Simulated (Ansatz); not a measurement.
Rows from a G0W0 calculation on C on the P site (charge -1) in GaP (32-atom cell) (Ansatz 0.2.0; G0W0 on LDA, plane waves, PAW; PAW set soft_1; 2×2×2 mesh, 770 empty bands, screening to 90 eV, PAW set soft_1 files), in eV. Spin-orbit coupling is left out.

```
row  k  band  start       Σx  Σc at the solution      Vxc
  A  Γ    v4  5.639  -16.293               1.744  -14.405
  B  Γ    v1  6.694  -17.056               1.432  -15.538
  C  Γ    c2  8.076   -6.978              -3.663  -11.016
  D  Γ    c4  8.373   -7.948              -3.745  -12.238
  E  Γ    c1  8.002  -10.057              -3.769  -14.551
```

Question: Work out each quasiparticle level and how far it moved.

The quasiparticle equation reads E = start + Σx + Σc(E) − Vxc.

```
row  E (eV)  shift (eV)
  A   5.495      −0.145
  B   6.608      −0.086
  C   8.451      +0.375
  D   8.918      +0.545
  E   8.726      +0.725
```

Limits: not at the basis limit; charged cell, levels uncorrected; no spin-orbit coupling.

[Paths, hosts, dates, memory and timing lines, banners, echoed tables and standing remarks are left out of the program output.]

[Logs are printed without paths, hosts, clocks, repeated set-up lines and the standing remarks that a program may print on its own settings, such as how far it seeks lower states.]

[Runs of the session that timed out or met a known fault of the program may be left out.]

[Cells called generated may have been cut or substituted from an entry of the Crystallography Open Database or the Materials Project.]

[Hosts, paths, dates, database ids (printed as entryN), source tags and the programs' standing remarks are cut or masked in the printed files.]
